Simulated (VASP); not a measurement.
# CdTe (F-43m) in VASP: notebook

Runs on CdTe. Level: PBE. Tasks: single point.

Program: VASP 6.6.1. These are calculated values, not measurements. Logs are shortened: lines on timing, memory, paths and dates and some standing lists are left out, and cuts for length are marked.

**Experimental background.**

From a printed reference work, data compilation, for a bulk crystal of CdTe at 0 K: band gap 1.607 eV.

The runs below are set against these values where they give the same quantity.

## (1) The cell of the first run

Symmetry: F-43m, No. 216, cubic system. The conventional cell has a = 6.482 Å, b = 6.482 Å, c = 6.482 Å, α = 90.00°, β = 90.00°, γ = 90.00°. Within 3.7 Å of Cd (site symmetry -43m) lie 4 Te at 2.81 Å. Te (site symmetry -43m) has 4 Cd at 2.81 Å within 3.7 Å.

## (2) Single point, PBE (volume scaled by 0.94)

File INCAR:

```
SYSTEM = CdTe
PREC = Accurate ; ENCUT = 520
EDIFF = 1E-6 ; ISMEAR = 0
SIGMA = 0.02 ; LREAL = .False.
LASPH = .True. ; NELM = 80
ALGO = Normal ; ISIF = 2
LWAVE = .False. ; LCHARG = .True.
GGA = PE ; LELF = .True.
LVHAR = .True. ; NBANDS = 16
```

File KPOINTS:

```
regular mesh
0
Gamma
  10 10 10
  0 0 0
```

File POSCAR:

```
CdTe
1.0
    0.0000000000      3.2411434739      3.2411434739
    3.2411434739      0.0000000000      3.2411434739
    3.2411434739      3.2411434739      0.0000000000
Cd Te
1 1
Direct
    0.0000000000      0.0000000000      0.0000000000
    0.2500000000      0.2500000000      0.2500000000
```

Potentials or basis: VASP PAW PBE potentials, release 64 (Cd, Te).

The run is started by

```console
$ cat potpaw_PBE.64/Cd/POTCAR potpaw_PBE.64/Te/POTCAR > POTCAR
$ mpirun -np 1 vasp_std > vasp.out
```

OUTCAR:

```text
SYSTEM = CdTe
   PREC = Accurate
   ENCUT = 520
   EDIFF = 1E-6
   ISMEAR = 0
   LREAL = .False.
   LASPH = .True.
   NELM = 80
   ISIF = 2
   GGA = PE

 ion  position               nearest neighbor table
   1  0.000  0.000  0.000-   2 2.81   2 2.81   2 2.81   2 2.81
   2  0.250  0.250  0.250-   1 2.81   1 2.81   1 2.81   1 2.81

  LATTYP: Found a face centered cubic cell.
 ALAT       =     6.4822869478

  Lattice vectors:

 A1 = (   0.0000000000,   3.2411434739,   3.2411434739)
 A2 = (   3.2411434739,   0.0000000000,   3.2411434739)
 A3 = (   3.2411434739,   3.2411434739,   0.0000000000)

Analysis of symmetry for initial positions (statically):
=====================================================================
 Subroutine PRICEL returns:
 Original cell was already a primitive cell.

 Routine SETGRP: Setting up the symmetry group for a
 face centered cubic supercell.

 Subroutine GETGRP returns: Found 24 space group operations
 (whereof 24 operations were pure point group operations)
 out of a pool of 48 trial point group operations.

The static configuration has the point symmetry T_d .

Analysis of symmetry for dynamics (positions and initial velocities):
=====================================================================
 Subroutine PRICEL returns:
 Original cell was already a primitive cell.

 Routine SETGRP: Setting up the symmetry group for a
 face centered cubic supercell.

 Subroutine GETGRP returns: Found 24 space group operations
 (whereof 24 operations were pure point group operations)
 out of a pool of 48 trial point group operations.

The dynamic configuration has the point symmetry T_d .

 Subroutine INISYM returns: Found 24 space group operations
 (whereof 24 operations are pure point group operations),
 and found     1 'primitive' translations

----------------------------------------------------------------------------------------

                                     Primitive cell

  volume of cell :      68.0965

  direct lattice vectors                    reciprocal lattice vectors
     0.000000000  3.241143474  3.241143474    -0.154266543  0.154266543  0.154266543
     3.241143474  0.000000000  3.241143474     0.154266543 -0.154266543  0.154266543
     3.241143474  3.241143474  0.000000000     0.154266543  0.154266543 -0.154266543

  length of vectors
     4.583669058  4.583669058  4.583669058     0.267197491  0.267197491  0.267197491

  position of ions in fractional coordinates (direct lattice)
     0.000000000  0.000000000  0.000000000
     0.250000000  0.250000000  0.250000000

  ion indices of the primitive-cell ions
   primitive index   ion index
                 1           1
                 2           2

----------------------------------------------------------------------------------------

 KPOINTS: regular mesh

Automatic generation of k-mesh.
 Grid dimensions read from file:
 generate k-points for:   10   10   10

 Generating k-lattice:

  Cartesian coordinates                     Fractional coordinates (reciprocal lattice)
    -0.015426654  0.015426654  0.015426654     0.100000000  0.000000000  0.000000000
     0.015426654 -0.015426654  0.015426654     0.000000000  0.100000000  0.000000000
     0.015426654  0.015426654 -0.015426654     0.000000000  0.000000000  0.100000000

  Length of vectors
     0.026719749  0.026719749  0.026719749

  Shift w.r.t. Gamma in fractional coordinates (k-lattice)
     0.000000000  0.000000000  0.000000000

 Subroutine IBZKPT returns following result:
 ===========================================

 Found     47 irreducible k-points:

 Following reciprocal coordinates:
            Coordinates               Weight
  0.000000  0.000000  0.000000      1.000000
  0.100000  0.000000  0.000000      8.000000
  0.200000  0.000000  0.000000      8.000000
  0.300000  0.000000  0.000000      8.000000
  0.400000  0.000000  0.000000      8.000000
  0.500000  0.000000  0.000000      4.000000
[... 16 lines left out ...]
  0.300000  0.300000  0.000000      6.000000
  0.400000  0.300000  0.000000     24.000000
 [... further k-points ...]
   k-points           NKPTS =     47   k-points in BZ     NKDIM =     47   number of bands    NBANDS=     16
   number of dos      NEDOS =    301   number of ions     NIONS =      2
   total plane-waves  NPLWV =  46656
   dimension x,y,z NGX =    36 NGY =   36 NGZ =   36
   dimension x,y,z NGXF=    72 NGYF=   72 NGZF=   72
   ions per type =               1   1
   NGX,Y,Z   is equivalent  to a cutoff of  13.06, 13.06, 13.06 a.u.
   NGXF,Y,Z  is equivalent  to a cutoff of  26.11, 26.11, 26.11 a.u.
 SYSTEM =  CdTe
   PREC   = accura    normal or accurate (medium, high low for compatibility)
   ISTART =      0    job   : 0-new  1-cont  2-samecut
   ICHARG =      2    charge: 1-file 2-atom 10-const
   ISPIN  =      1    spin polarized calculation?
   LNONCOLLINEAR =      F non collinear calculations
   LSORBIT =      F    spin-orbit coupling
   LASPH  =      T    aspherical Exc in radial PAW
   ENCUT  =  520.0 eV  38.22 Ry    6.18 a.u.   8.52  8.52  8.52*2*pi/ulx,y,z
   NELM   =     80;   NELMIN=  2; NELMDL= -5     # of ELM steps
   EDIFF  = 0.1E-05   stopping-criterion for ELM
   LREAL  =      F    real-space projection
   EDIFFG = 0.1E-04   stopping-criterion for IOM
   NSW    =      0    number of steps for IOM
   IBRION =     -1    ionic relax: 0-MD 1-quasi-New 2-CG
   NFREE  =      0    steps in history (QN), initial steepest desc. (CG)
   ISIF   =      2    stress and relaxation
   ISYM   =      2    0-nonsym 1-usesym 2-fastsym
   POTIM  = 0.5000    time-step for ionic-motion
   TEBEG  =    0.0;   TEEND  =   0.0 temperature during run
   PSTRESS=    0.0 pullay stress
   NELECT =      18.0000    total number of electrons
   NUPDOWN=      -1.0000    fix difference up-down
   EMIN   =  10.00;   EMAX   =-10.00  energy-range for DOS
   EFERMI =   0.00;   METHOD = LEGACY
   ISMEAR =     0;   SIGMA  =   0.02  broadening in eV -4-tet -1-fermi 0-gaus
   EFERMI_NEDOS =   21; number of points for ismear=-14 and -15
   IALGO  =     38    algorithm
   IMIX   =      4    mixing-type and parameters
     AMIX     =   0.40;   BMIX     =  1.00
     AMIX_MAG =   1.60;   BMIX_MAG =  1.00
  volume/ion in A,a.u.               =      34.05       229.77
  Fermi-wavevector in a.u.,A,eV,Ry     =   1.050648  1.985438 15.018956  1.103862
  Thomas-Fermi vector in A             =   2.185660
   LORBIT       =      0    0 simple, 1 ext, 2 COOP (PROOUT), +10 PAW based schemes
   GGA     = PE    functional components
   LHFCALC =     F    Hartree Fock is set to
   AEXX    =    0.0000 exact exchange contribution
   IVDW    =     0    specifies the selected vdW correction
   LEPSILON=     F    determine dielectric tensor
   LRPA    =     F    only Hartree local field effects (RPA)
 non-spin polarized calculation
 Gauss-broadening in eV      SIGMA  =   0.02
  energy-cutoff  :      520.00
  volume of cell :       68.10
 maximum number of plane-waves:      1854
 NGX is ok and might be reduce to    36
   NGX = 17   NGY = 17   NGZ = 17

 number of electron      17.9999996 magnetization

 Free energy of the ion-electron system (eV)
  ---------------------------------------------------
  ext. energy  EPLUGINS =         0.00000000
  ---------------------------------------------------
  free energy    TOTEN  =        -4.77683647 eV

  energy without entropy =       -4.77683647  energy(sigma->0) =       -4.77683647

 E-fermi :   2.4749     XC(G=0):  -8.5825

 val. band max:        2.3402072600   @ k =   0.0000   0.0000   0.0000
 cond. band min:       3.1104629730   @ k =   0.0000   0.0000   0.0000
 fundamental gap:      0.7702557130
 Fermi energy:         2.4748680127

 k-point     1 :       0.0000    0.0000    0.0000
  band No.  band energies     occupation
      1      -8.8297      2.00000
      2      -5.9421      2.00000
      3      -5.9421      2.00000
      4      -5.9421      2.00000
      5      -5.6819      2.00000
      6      -5.6819      2.00000
[... 8 lines left out ...]
     15      11.6976      0.00000
     16      11.6976      0.00000

 k-point     2 :       0.1000    0.0000    0.0000
  band No.  band energies     occupation
      1      -8.7918      2.00000
      2      -5.9348      2.00000
      3      -5.9348      2.00000
      4      -5.9133      2.00000
      5      -5.6825      2.00000
      6      -5.6825      2.00000
[... 8 lines left out ...]
     15      11.1329      0.00000
     16      11.1329      0.00000

 k-point     3 :       0.2000    0.0000    0.0000
  band No.  band energies     occupation
      1      -8.6921      2.00000
      2      -5.9167      2.00000
      3      -5.9167      2.00000
      4      -5.8191      2.00000
      5      -5.6830      2.00000
      6      -5.6830      2.00000
[... 8 lines left out ...]
     15      10.7511      0.00000
     16      10.7931      0.00000

 k-point     4 :       0.3000    0.0000    0.0000
  band No.  band energies     occupation
      1      -8.5691      2.00000
      2      -5.8969      2.00000
      3      -5.8969      2.00000
      4      -5.6806      2.00000
      5      -5.6806      2.00000
      6      -5.6494      2.00000
[... 8 lines left out ...]
     15      10.9981      0.00000
     16      10.9981      0.00000

 k-point     5 :       0.4000    0.0000    0.0000
  band No.  band energies     occupation
      1      -8.4710      2.00000
      2      -5.8834      2.00000
      3      -5.8834      2.00000
      4      -5.6756      2.00000
      5      -5.6756      2.00000
      6      -5.4396      2.00000
[... 8 lines left out ...]
     15      11.8385      0.00000
     16      11.8385      0.00000

 k-point     6 :       0.5000    0.0000    0.0000
  band No.  band energies     occupation
      1      -8.4342      2.00000
      2      -5.8789      2.00000
      3      -5.8789      2.00000
      4      -5.6729      2.00000
      5      -5.6729      2.00000
      6      -5.3304      2.00000
[... 8 lines left out ...]
     15      12.6503      0.00000
     16      12.6503      0.00000

 k-point     7 :       0.1000    0.1000    0.0000
  band No.  band energies     occupation
      1      -8.7792      2.00000
      2      -5.9280      2.00000
      3      -5.9280      2.00000
      4      -5.9128      2.00000
      5      -5.6864      2.00000
      6      -5.6790      2.00000
[... 8 lines left out ...]
     15      10.6406      0.00000
     16      11.7844      0.00000

 k-point     8 :       0.2000    0.1000    0.0000
  band No.  band energies     occupation
      1      -8.7002      2.00000
      2      -5.9149      2.00000
      3      -5.9096      2.00000
      4      -5.8442      2.00000
      5      -5.6884      2.00000
      6      -5.6766      2.00000
[... 8 lines left out ...]
     15      11.3368      0.00000
     16      11.5048      0.00000

 k-point     9 :       0.3000    0.1000    0.0000
  band No.  band energies     occupation
      1      -8.5852      2.00000
      2      -5.8977      2.00000
      3      -5.8886      2.00000
      4      -5.7234      2.00000
      5      -5.6738      2.00000
      6      -5.6624      2.00000
[... 8 lines left out ...]
     15      11.3324      0.00000
     16      11.5636      0.00000
[... 172 lines left out ...]
 k-point    19 :       0.5000    0.2000    0.0000
  band No.  band energies     occupation
      1      -8.3933      2.00000
      2      -5.8580      2.00000
      3      -5.8428      2.00000
      4      -5.7074      2.00000
      5      -5.6686      2.00000
      6      -5.2951      2.00000
[... 8 lines left out ...]
     15      12.6863      0.00000
     16      12.7772      0.00000

 k-point    20 :      -0.4000    0.2000    0.0000
  band No.  band energies     occupation
      1      -8.3861      2.00000
      2      -5.8578      2.00000
      3      -5.8481      2.00000
      4      -5.6926      2.00000
      5      -5.6780      2.00000
      6      -5.2593      2.00000
[... 8 lines left out ...]
     15      11.5623      0.00000
     16      12.5528      0.00000

 k-point    21 :      -0.3000    0.2000    0.0000
  band No.  band energies     occupation
      1      -8.4366      2.00000
      2      -5.8641      2.00000
      3      -5.8625      2.00000
      4      -5.6881      2.00000
      5      -5.6871      2.00000
      6      -5.4007      2.00000
[... 8 lines left out ...]
     15      11.7662      0.00000
     16      12.9571      0.00000

 k-point    22 :      -0.2000    0.2000    0.0000
  band No.  band energies     occupation
      1      -8.5279      2.00000
      2      -5.8871      2.00000
      3      -5.8751      2.00000
      4      -5.6950      2.00000
      5      -5.6922      2.00000
      6      -5.5841      2.00000
[... 8 lines left out ...]
     15      11.9235      0.00000
     16      12.6026      0.00000

 k-point    23 :       0.3000    0.3000    0.0000
  band No.  band energies     occupation
      1      -8.4859      2.00000
      2      -5.8394      2.00000
      3      -5.8394      2.00000
      4      -5.7708      2.00000
      5      -5.6619      2.00000
      6      -5.5664      2.00000
[... 8 lines left out ...]
     15      12.4422      0.00000
     16      13.8538      0.00000

 k-point    24 :       0.4000    0.3000    0.0000
  band No.  band energies     occupation
      1      -8.4104      2.00000
      2      -5.8278      2.00000
      3      -5.8190      2.00000
      4      -5.7593      2.00000
      5      -5.6591      2.00000
      6      -5.4225      2.00000
[... 8 lines left out ...]
     15      12.8476      0.00000
     16      14.0404      0.00000

 [... further k-points ...]
[... 5 lines left out ...]
  --------------------------------------------------------------------------------------
  -------------------------------------------------------------------------------------
  Total        1.1388561      1.1388561      1.1388561      0.0000000     -0.0000000      0.0000000
  in kB       26.7950563     26.7950563     26.7950563      0.0000000     -0.0000000      0.0000000
  external PRESSURE =      26.7950563 kB  Pullay stress =       0.0000000 kB

 VOLUME and BASIS-vectors are now :
 -----------------------------------------------------------------------------
  energy-cutoff  :      520.00
  volume of cell :       68.10
      direct lattice vectors                 reciprocal lattice vectors
     0.000000000  3.241143474  3.241143474    -0.154266543  0.154266543  0.154266543
     3.241143474  0.000000000  3.241143474     0.154266543 -0.154266543  0.154266543
     3.241143474  3.241143474  0.000000000     0.154266543  0.154266543 -0.154266543

 POSITION                                       TOTAL-FORCE (eV/Angst)
 -----------------------------------------------------------------------------------
      0.00000      0.00000      0.00000         0.000000      0.000000      0.000000
      1.62057      1.62057      1.62057        -0.000000     -0.000000     -0.000000
 -----------------------------------------------------------------------------------
    total drift:                               -0.000000     -0.000000     -0.000000

  FREE ENERGIE OF THE ION-ELECTRON SYSTEM (eV)
  ---------------------------------------------------
  free  energy   TOTEN  =        -4.7768364717 eV

  energy  without entropy=       -4.7768364717  energy(sigma->0) =       -4.77683647
```

Run time: 38 s. Hardware: 1 thread of AMD EPYC 7R13 (Zen 3), shared host; peak memory 0.2 GiB.

Results:

```
Free energy            : -4.7768 eV
Pressure               : 2.7 GPa
Band gap on the k mesh : 0.77 eV, direct
```

Levels at points of the mesh, in eV from the valence-band top:
| k point | band 7 | band 8 | band 9 | band 10 | band 11 | band 12 |
| --- | --- | --- | --- | --- | --- | --- |
| (0.00, 0.00, 0.00) | 0.00 | 0.00 | 0.00 | 0.77 | 4.60 | 4.60 |
| (0.50, 0.00, 0.00) | -4.42 | -0.77 | -0.77 | 1.82 | 5.19 | 5.19 |
| (0.50, 0.50, 0.00) | -4.30 | -1.86 | -1.86 | 2.61 | 2.67 | 8.84 |

Caveat: spin-orbit coupling is left out, which moves the levels of the heavy elements.

(Continued in part 2 of 2.)
